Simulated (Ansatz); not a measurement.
# MoSe2 (P6_3/mmc): how the settings move a single-point run

How sensitive is a single-point run of MoSe2 (P6_3/mmc) to its settings? A reference run comes first, then three runs with altered input.

The COD entry's cell or inner coordinates are ideal or old and differ from later refinements, so a difference from it is no clean test against experiment.

Computed with Ansatz 0.2.0 (reference: DFT r2SCAN, scalar-relativistic, plane waves, PAW, unless a step's input says otherwise).

2 further runs of the same task are left out: 1 that didn't finish, 1 set aside as unsound or not needed. Runs told in other sessions of the task aren't counted.

## (1) The structure to begin with

It takes space group P6_3/mmc (No. 194, hexagonal). The conventional cell has a = 3.321 Å, b = 3.321 Å, c = 13.700 Å, α = 90.00°, β = 90.00°, γ = 120.00°. Around Mo (site symmetry -6m2) lie 6 Se at 2.53 Å. Around Se (site symmetry 3m) lie 3 Mo at 2.53 Å.

As a file:

```cif
data_structure
_symmetry_space_group_name_H-M 'P6_3/mmc'
_symmetry_Int_Tables_number 194
_cell_length_a 3.3214
_cell_length_b 3.3214
_cell_length_c 13.6999
_cell_angle_alpha 90.000
_cell_angle_beta 90.000
_cell_angle_gamma 120.000
_cell_volume 130.89
loop_
_atom_site_label
_atom_site_type_symbol
_atom_site_symmetry_multiplicity
_atom_site_Wyckoff_symbol
_atom_site_fract_x
_atom_site_fract_y
_atom_site_fract_z
_atom_site_occupancy
Mo1 Mo 2 c 0.33333 0.66667 0.25000 1
Se1 Se 4 f 0.33333 0.66667 0.62930 1
```

## (2) Baseline

The input, input.yaml:

```yaml
crystal:
  lattice:
    - [3.3214454176, 0.0, 0.0]
    - [-1.6607227088, 2.876456109, 0.0]
    - [0.0, 0.0, 13.6998754178]
  atoms:
    - { symbol: Mo, position: [0.3333333333, 0.6666666667, 0.25], spin: 0.05 }
    - { symbol: Mo, position: [0.6666666667, 0.3333333333, 0.75], spin: 0.05 }
    - { symbol: Se, position: [0.3333333333, 0.6666666667, 0.6292975942] }
    - { symbol: Se, position: [0.6666666667, 0.3333333333, 0.1292975942] }
    - { symbol: Se, position: [0.3333333333, 0.6666666667, 0.8707024058] }
    - { symbol: Se, position: [0.6666666667, 0.3333333333, 0.3707024058] }
basis:
  ecutwfc: 500
  ecutrho_ratio: 4
kpoints:
  mp_grid: { grid: [8, 8, 2] }
  band_path:
    path:
      - [[0.0, 0.0, 0.0], [0.5, 0.0, 0.0], [0.33333333, 0.33333333, 0.0], [0.0, 0.0, 0.0], [0.0, 0.0, 0.5], [0.5, 0.0, 0.5], [0.33333333, 0.33333333, 0.5], [0.0, 0.0, 0.5]]
      - [[0.5, 0.0, 0.5], [0.5, 0.0, 0.0]]
      - [[0.33333333, 0.33333333, 0.5], [0.33333333, 0.33333333, 0.0]]
    npoints: 14
hamiltonian:
  xc: r2scan
scf:
  occupations: { method: gaussian, width: 0.05 }
  n_extra_bands: 23
output:
  forces: true
  stress: true
  eigenvalues: true
  populations: true
  dos: { projected: true, de: 0.02, nscf_kmesh: { grid: [12, 12, 3] } }
  bader: true
  write_density: true
  write_potential: true
  elf: true
  volumetric_format: npy
magnetization:
  spin_polarized: true
checkpoint:
  read: start.run
  write: ck
  compress: false
  write_wavefunctions: false
  write_every: 100000
```

On the command line:

```console
$ ansatz run input.yaml --threads 4 --pin off --max-ram 7168MiB --backend cpu --events-out ev --progress --plain --runs-dir out
```

The main lines of its log:

```text
[...]
Basis set: ecut = 500 eV, 3289 PW (Γ), exchange–correlation on 100×100×400 points (64 copies of the dense FFT grid, shifted against one another)
[...]
Magnetic group: BNS 194.263 (UNI 1493), of the structure as read, at distance tolerance 5.1e-5 Å
k-points: 20 of 128
[...]
SCF iter   1: F=—  HF=-31852.199196 eV  |F-HF|=—  |Δ(HF+E_count)|=         —  Δρ=2.31e-7 (↑2.30e-7 ↓2.31e-7)  dr2=3.37e-10  dr2_τ=7.91e-12  dr2_m=2.55e-15  M=0.000 μB ∫|m|=0.000 μB  β_m=0.30  ethr=7.88e-8  ⟨swp⟩=3.9  Hψ=19078  notcnv=0
[...]
preconditioner: auto → Resta (q_TF=auto, 2.573 Å⁻¹)  ε∞=3.2  [insulator: Δε(μ)=1.287 eV  Ē_g=13.091 eV  σ=0.050 eV  W_gap=1.00  n_scr=40 (ndim 8)  ℏωp=19.5 eV  f_vac=0.127  D(μ)=0.00/eV (n_scr^D=0)  ε∞_Penn≈3.2]
[...]
SCF iter   2: F=-31852.199196 eV  HF=-31852.199196 eV  |F-HF|=2.18e-11  |Δ(HF+E_count)|=   6.68e-7  Δρ=7.76e-8 (↑7.74e-8 ↓7.76e-8)  dr2=3.78e-11  dr2_τ=6.40e-12  dr2_m=1.66e-16  M=0.000 μB ∫|m|=0.000 μB  ethr=1.00e-12  ⟨swp⟩=11.8  Hψ=17034  notcnv=0
[...]
SCF converged after 2 iterations
Magnetization: 0.0000 μB (46.0000 up, 46.0000 down)
[...]
Free energy (F): -31852.199196 eV
[...]
E sigma→0 (E₀):  -31852.199196 eV
Fermi energy:    11.469253 eV
[...]
  P = ⅓ Tr σ = -0.0801 GPa (-0.801 kbar)
[...]
```

It took 49 s on 4 threads of Arm Neoverse V2, shared host; peak memory 1.6 GiB.

## (3) Variant: chi_scale 0.0

The input, input.yaml:

```yaml
crystal:
  lattice:
    - [3.321445417643, 0.0, 0.0]
    - [-1.660722708822, 2.876456108963, 0.0]
    - [0.0, 0.0, 13.6998754178]
  atoms:
    - { symbol: Mo, position: [0.3333333333333, 0.6666666666667, 0.25], spin: 2.0 }
    - { symbol: Mo, position: [0.6666666666667, 0.3333333333333, 0.75], spin: 2.0 }
    - { symbol: Se, position: [0.3333333333333, 0.6666666666667, 0.6292975942] }
    - { symbol: Se, position: [0.6666666666667, 0.3333333333333, 0.1292975942] }
    - { symbol: Se, position: [0.3333333333333, 0.6666666666667, 0.8707024058] }
    - { symbol: Se, position: [0.6666666666667, 0.3333333333333, 0.3707024058] }
basis:
  ecutwfc: 500
  ecutrho_ratio: 4
kpoints:
  mp_grid: { grid: [8, 8, 2] }
hamiltonian:
  xc: r2scan
scf:
  occupations: { method: gaussian, width: 0.05 }
  initial_density: { chi_scale: 0.0 }
output:
  forces: true
  stress: true
magnetization:
  spin_polarized: true
```

On the command line:

```console
$ ansatz run input.yaml --threads 4 --pin off --max-ram 7168MiB --backend cpu --events-out ev --progress --plain --runs-dir out
```

The log of the run, shortened:

```text
Warning: RAYON_NUM_THREADS=4 ignored (pool sized by the plan → 4); use --threads N
[...]
Pseudopotentials: kind: paw
Pseudopotential: Mo, paw, valence charge 14, recommended cutoff 500 eV (meta_gga), Mo.paw.azcp
Pseudopotential: Se, paw, valence charge 16, recommended cutoff 500 eV (meta_gga), Se.paw.azcp
Functional definition: r2SCAN
[...]
Crystal: 6 atoms, lattice volume = 130.888 Å³
Basis set: ecut = 500 eV, 3289 PW (Γ), exchange–correlation on 100×100×400 points (64 copies of the dense FFT grid, shifted against one another)
Bands: 58, of which v1, the nominal top of the filled ones, is band 46 counted from 1 (45 counted from 0)
Symmetry: 24 space group operations
Space group: P63/mmc (ITA 194), of the structure as read, at distance tolerance 5.1e-5 Å
Magnetic group: BNS 194.263 (UNI 1493), of the structure as read, at distance tolerance 5.1e-5 Å
k-points: 20 of 128
[...]
Starting moments: Σ|m| = 4 μB on 2 of 6 sites
[...]
SCF iter   1: F=—  HF=-31851.476219 eV  |F-HF|=—  |Δ(HF+E_count)|=         —  Δρ=4.58e-2 (↑4.58e-2 ↓2.55e-2)  dr2=5.97e0  dr2_τ=1.51e-1  dr2_m=6.55e-1  M=0.461 μB ∫|m|=2.587 μB  β_m=0.34  ethr=3.10e-3  ⟨swp⟩=6.3  Hψ=8384  notcnv=0
[...]
spin=Collinear: Kerker preconditioning applied to the charge; magnetization (m = ρ↑ − ρ↓) channel mixes plain (no charge-response kernel on spin).
[...]
SCF iter  22: F=-31852.199196 eV  HF=-31852.199196 eV  |F-HF|=9.64e-10  |Δ(HF+E_count)|=   1.81e-9  Δρ=4.34e-7 (↑3.85e-7 ↓4.34e-7)  dr2=1.37e-9  dr2_τ=1.27e-11  dr2_m=3.11e-11  M=0.000 μB ∫|m|=0.000 μB  ethr=1.57e-12  ⟨swp⟩=1.0  Hψ=6640  notcnv=0
[...]
WARN: the starting moments were not kept: the SCF closed with an absolute magnetisation of 1.5e-5 μB, where they sum to 4 μB in size (2 sites). That is at most 0.1 of that sum. Measured as dr2_m measures the in/out step, that magnetisation stands 1.2e-11 eV from none, at or under the [...]
this state was not tested for a lower state beside it, because the mixer in use, unlike msr1, does not test its closes by its own steps (another_mixer; see scf.mixing.algorithm and scf.lower_state_search)
SCF converged after 22 iterations
Magnetization: 0.0000 μB (46.0000 up, 46.0000 down)
Absolute magnetization: 0.0000 μB (∫|ρ↑−ρ↓|, with the PAW one-centre terms)
Spin contamination: 0.0000 ħ² per cell (⟨S²⟩ above its minimum at these occupations)
Per-site moments (μB) at R_I (Å): [(-2.344943739977936e-6, 1.0445093302808315), (-2.3449437405195802e-6, 1.0445093302808317), (1.2640995644437555e-6, 1.0445093302808317), (1.264099564400418e-6, 1.0445093302808315), (1.2640995643242273e-6, 1.0445093302808317), (1.2640995642040238e-6, [...]
Free energy (F): -31852.199196 eV
[...]
E sigma→0 (E₀):  -31852.199196 eV
Fermi energy:    11.469258 eV
[...]
--- Forces (eV/Å), atoms counted from 1 ---
  atom   1  Mo    -0.00000000    -0.00000000     0.00000000
  atom   2  Mo     0.00000000     0.00000000     0.00000000
  atom   3  Se     0.00000000    -0.00000000    -0.00152378
  atom   4  Se    -0.00000000     0.00000000    -0.00152378
  atom   5  Se     0.00000000    -0.00000000     0.00152378
  atom   6  Se    -0.00000000     0.00000000     0.00152378
[...]
--- Stress (GPa, compression-positive) ---
       -0.084960       0.000000       0.000000
        0.000000      -0.084960       0.000000
        0.000000       0.000000      -0.070223
  P = ⅓ Tr σ = -0.0800 GPa (-0.800 kbar)
```

Run time: 18 s. Hardware: 4 threads of Arm Neoverse V2, shared host; peak memory 0.95 GiB.

Same state: the changed start leaves the energy within 0.5 meV/atom.

## (4) Changed: preconditioner kerker_dos, n_extra_bands 8

The input, input.yaml:

```yaml
crystal:
  lattice:
    - [3.321445417643, 0.0, 0.0]
    - [-1.660722708822, 2.876456108963, 0.0]
    - [0.0, 0.0, 13.6998754178]
  atoms:
    - { symbol: Mo, position: [0.3333333333333, 0.6666666666667, 0.25], spin: 2.0 }
    - { symbol: Mo, position: [0.6666666666667, 0.3333333333333, 0.75], spin: 2.0 }
    - { symbol: Se, position: [0.3333333333333, 0.6666666666667, 0.6292975942] }
    - { symbol: Se, position: [0.6666666666667, 0.3333333333333, 0.1292975942] }
    - { symbol: Se, position: [0.3333333333333, 0.6666666666667, 0.8707024058] }
    - { symbol: Se, position: [0.6666666666667, 0.3333333333333, 0.3707024058] }
basis:
  ecutwfc: 500
  ecutrho_ratio: 4
kpoints:
  mp_grid: { grid: [8, 8, 2] }
hamiltonian:
  xc: r2scan
scf:
  occupations: { method: gaussian, width: 0.05 }
  mixing: { preconditioner: kerker_dos }
  n_extra_bands: 8
output:
  forces: true
  stress: true
magnetization:
  spin_polarized: true
```

On the command line:

```console
$ ansatz run input.yaml --threads 4 --pin off --max-ram 7168MiB --backend cpu --events-out ev --progress --plain --runs-dir out
```

The log of the run, shortened:

```text
Warning: the band count 54 (scf.n_extra_bands) hosts the net moment |M| = 4.0000 μB (N_el = 92) but caps the reachable moment at 2·n_bands − N_el = 16.0000 μB, below the 58 bands that the automatic rule leaves for it — a moment growing past the seed, or the majority channel's smearing [...]
Warning: RAYON_NUM_THREADS=4 ignored (pool sized by the plan → 4); use --threads N
scf.n_extra_bands = 8 over 46 filled bands (N_el = 92.0): the run solves 54 bands
[...]
Pseudopotentials: kind: paw
Pseudopotential: Mo, paw, valence charge 14, recommended cutoff 500 eV (meta_gga), Mo.paw.azcp
Pseudopotential: Se, paw, valence charge 16, recommended cutoff 500 eV (meta_gga), Se.paw.azcp
Functional definition: r2SCAN
[...]
Crystal: 6 atoms, lattice volume = 130.888 Å³
Basis set: ecut = 500 eV, 3289 PW (Γ), exchange–correlation on 100×100×400 points (64 copies of the dense FFT grid, shifted against one another)
Bands: 54, of which v1, the nominal top of the filled ones, is band 46 counted from 1 (45 counted from 0)
Symmetry: 24 space group operations
Space group: P63/mmc (ITA 194), of the structure as read, at distance tolerance 5.1e-5 Å
[...]
WARN: the starting moments were not kept: the SCF closed with an absolute magnetisation of 9.2e-6 μB, where they sum to 4 μB in size (2 sites). That is at most 0.1 of that sum. Measured as dr2_m measures the in/out step, that magnetisation stands 7.1e-12 eV from none, at or under the [...]
SCF converged after 18 iterations
Magnetization: 0.0000 μB (46.0000 up, 46.0000 down)
Absolute magnetization: 0.0000 μB (∫|ρ↑−ρ↓|, with the PAW one-centre terms)
Spin contamination: 0.0000 ħ² per cell (⟨S²⟩ above its minimum at these occupations)
Per-site moments (μB) at R_I (Å): [(1.6794359695654075e-6, 1.0445093302808315), (1.6794359697436137e-6, 1.0445093302808317), (-4.2706268850891214e-7, 1.0445093302808317), (-4.2706268841099587e-7, 1.0445093302808315), (-4.270626884401918e-7, 1.0445093302808317), (-4.270626885408935e-7, [...]
Free energy (F): -31852.199196 eV
[...]
E sigma→0 (E₀):  -31852.199196 eV
Fermi energy:    11.469254 eV
[...]
--- Forces (eV/Å), atoms counted from 1 ---
  atom   1  Mo    -0.00000000    -0.00000000     0.00000000
  atom   2  Mo     0.00000000     0.00000000     0.00000000
  atom   3  Se     0.00000000    -0.00000000    -0.00152261
  atom   4  Se    -0.00000000     0.00000000    -0.00152261
  atom   5  Se     0.00000000    -0.00000000     0.00152261
  atom   6  Se    -0.00000000     0.00000000     0.00152261
[...]
--- Stress (GPa, compression-positive) ---
       -0.085016       0.000000       0.000000
        0.000000      -0.085016       0.000000
        0.000000       0.000000      -0.070257
  P = ⅓ Tr σ = -0.0801 GPa (-0.801 kbar)
```

Wall time 16 s (4 threads of Arm Neoverse V2, shared host); peak memory 0.94 GiB.

With the changed mixing and band count the energy agrees within 0.5 meV/atom.

## (5) Variant: mp_grid.grid [4, 4, 1], dr2_threshold 1.0e-06

The input, input.yaml:

```yaml
crystal:
  lattice:
    - [3.321445417643, 0.0, 0.0]
    - [-1.660722708822, 2.876456108963, 0.0]
    - [0.0, 0.0, 13.6998754178]
  atoms:
    - { symbol: Mo, position: [0.3333333333333, 0.6666666666667, 0.25], spin: 2.0 }
    - { symbol: Mo, position: [0.6666666666667, 0.3333333333333, 0.75], spin: 2.0 }
    - { symbol: Se, position: [0.3333333333333, 0.6666666666667, 0.6292975942] }
    - { symbol: Se, position: [0.6666666666667, 0.3333333333333, 0.1292975942] }
    - { symbol: Se, position: [0.3333333333333, 0.6666666666667, 0.8707024058] }
    - { symbol: Se, position: [0.6666666666667, 0.3333333333333, 0.3707024058] }
basis:
  ecutwfc: 500
  ecutrho_ratio: 4
kpoints:
  mp_grid: { grid: [4, 4, 1] }
hamiltonian:
  xc: r2scan
scf:
  occupations: { method: gaussian, width: 0.05 }
  convergence: { dr2_threshold: 1.0e-06 }
output:
  forces: true
  stress: true
magnetization:
  spin_polarized: true
```

On the command line:

```console
$ ansatz run input.yaml --threads 4 --pin off --max-ram 7168MiB --backend cpu --events-out ev --progress --plain --runs-dir out
```

The log of the run, shortened:

```text
Warning: scf.convergence.dr2_threshold = 1e-6 eV is looser than this run's default, which is 1e-7 eV or tighter. The error in the forces grows as the threshold's square root, so leave the key out unless less accurate forces are enough
Warning: output.stress: scf.convergence.dr2_threshold = 1e-6 eV is looser than the 6e-10 eV advised for a printed stress (1e-10 eV for each atom of the cell: 6). What an SCF threshold leaves in a stress goes as its square root, and in the free energy as the threshold itself, and one [...]
Warning: RAYON_NUM_THREADS=4 ignored (pool sized by the plan → 4); use --threads N
[...]
Pseudopotentials: kind: paw
Pseudopotential: Mo, paw, valence charge 14, recommended cutoff 500 eV (meta_gga), Mo.paw.azcp
Pseudopotential: Se, paw, valence charge 16, recommended cutoff 500 eV (meta_gga), Se.paw.azcp
Functional definition: r2SCAN
[...]
Crystal: 6 atoms, lattice volume = 130.888 Å³
Basis set: ecut = 500 eV, 3289 PW (Γ), exchange–correlation on 100×100×400 points (64 copies of the dense FFT grid, shifted against one another)
Bands: 58, of which v1, the nominal top of the filled ones, is band 46 counted from 1 (45 counted from 0)
Symmetry: 24 space group operations
Space group: P63/mmc (ITA 194), of the structure as read, at distance tolerance 5.1e-5 Å
[...]
WARN: the starting moments were not kept: the SCF closed with an absolute magnetisation of 1.2e-5 μB, where they sum to 4 μB in size (2 sites). That is at most 0.1 of that sum. Measured as dr2_m measures the in/out step, that magnetisation stands 1.6e-11 eV from none, at or under the [...]
this state was not tested for a lower state beside it, because the mixer in use, unlike msr1, does not test its closes by its own steps (another_mixer; see scf.mixing.algorithm and scf.lower_state_search)
SCF converged after 17 iterations
Magnetization: 0.0000 μB (46.0000 up, 46.0000 down)
Absolute magnetization: 0.0000 μB (∫|ρ↑−ρ↓|, with the PAW one-centre terms)
Spin contamination: 0.0000 ħ² per cell (⟨S²⟩ above its minimum at these occupations)
Per-site moments (μB) at R_I (Å): [(1.7534350592568564e-6, 1.0445093302808315), (1.7534350591953836e-6, 1.0445093302808317), (-1.1853396180213651e-7, 1.0445093302808317), (-1.1853396180948427e-7, 1.0445093302808315), (-1.1853396192642476e-7, 1.0445093302808317), (-1.1853396203414046e-7, [...]
Free energy (F): -31852.291193 eV
[...]
E sigma→0 (E₀):  -31852.291193 eV
Fermi energy:    11.572997 eV
[...]
--- Forces (eV/Å), atoms counted from 1 ---
  atom   1  Mo     0.00000000     0.00000000     0.00000000
  atom   2  Mo     0.00000000    -0.00000000     0.00000000
  atom   3  Se     0.00000000    -0.00000000     0.02322658
  atom   4  Se    -0.00000000     0.00000000     0.02322658
  atom   5  Se     0.00000000     0.00000000    -0.02322658
  atom   6  Se    -0.00000000    -0.00000000    -0.02322658
[...]
--- Stress (GPa, compression-positive) ---
       -0.433614       0.000000       0.000000
        0.000000      -0.433614       0.000000
        0.000000       0.000000      -0.003027
  P = ⅓ Tr σ = -0.2901 GPa (-2.901 kbar)
```

Run time: 5 s. Hardware: 4 threads of Arm Neoverse V2, shared host; peak memory 0.7 GiB.

Changing the k-point mesh and convergence setting moves the energy by -15.3 meV/atom, and the gap on the mesh goes from 1.29 to 1.48 eV and the largest force goes from 0.00 to 0.02 eV/Å. Sampling errors of the energy have no fixed sign. The other settings changed steer the path, not the converged energy, so the shift is the mesh's. A gap read on a mesh depends on which points the mesh holds, and a coarse mesh shifts the density too. The variant is not converged in its settings.

## (6) All runs together

| run | ending | energy change | pressure (GPa) | gap (eV) | force (eV/Å) | cycles | time |
| --- | --- | --- | --- | --- | --- | --- | --- |
| reference | converged | 0 | -0.1 | 1.29 | 0.00 | - | 49 s |
| 1: chi_scale 0.0 | converged | 0.0 meV/atom | -0.1 | 1.29 | 0.00 | 22 | 18 s |
| 2: preconditioner kerker_dos, n_extra_bands 8 | converged | 0.0 meV/atom | -0.1 | 1.29 | 0.00 | 18 | 16 s |
| 3: mp_grid.grid [4, 4, 1], dr2_threshold 1.0e-06 | converged | -15.3 meV/atom | -0.3 | 1.48 | 0.02 | 17 | 5 s |

Times don't compare one to one where runs were asked for different outputs or read a saved state (see the inputs); cycles may leave out searches for a lower state.

Residual by cycle in the longest SCF loop of each run; runs are numbered as in the table. The quantity is the density residual dr2, in eV.

| cycle | reference | run 1 | run 2 | run 3 |
| --- | --- | --- | --- | --- |
| 1 | 3.4e-10 | 5.97 | 6.07 | 6.02 |
| 3 | - | 0.289 | 0.311 | 0.334 |
| 5 | - | 0.191 | 0.014 | 0.00816 |
| 7 | - | 0.0843 | 7.9e-4 | 7.4e-4 |
| 9 | - | 0.0161 | 6.3e-5 | 5.1e-5 |
| 11 | - | 4.6e-4 | 2.1e-6 | 2.3e-6 |
| 12 | - | 1.0e-4 | 1.8e-7 | 6.2e-7 |
| 14 | - | 8.0e-6 | 4.2e-9 | 1.4e-8 |
| 16 | - | 6.2e-7 | 1.3e-10 | 7.1e-9 |
| 18 | - | 5.4e-8 | 3.6e-11 | - |
| 20 | - | 1.9e-9 | - | - |
| 22 | - | 1.4e-9 | - | - |

**Reading.** Of the converged runs whose energies compare with the reference's, «mp_grid.grid [4, 4, 1], dr2_threshold 1.0e-06» moves the energy most (-15.3 meV/atom). Of the variants the dearest is «chi_scale 0.0» (18 s), the cheapest «mp_grid.grid [4, 4, 1], dr2_threshold 1.0e-06» (5 s), on a shared host.

The gaps are Kohn-Sham values of a semilocal functional, not quasiparticle or optical gaps. Such gaps usually fall short of the measured ones.
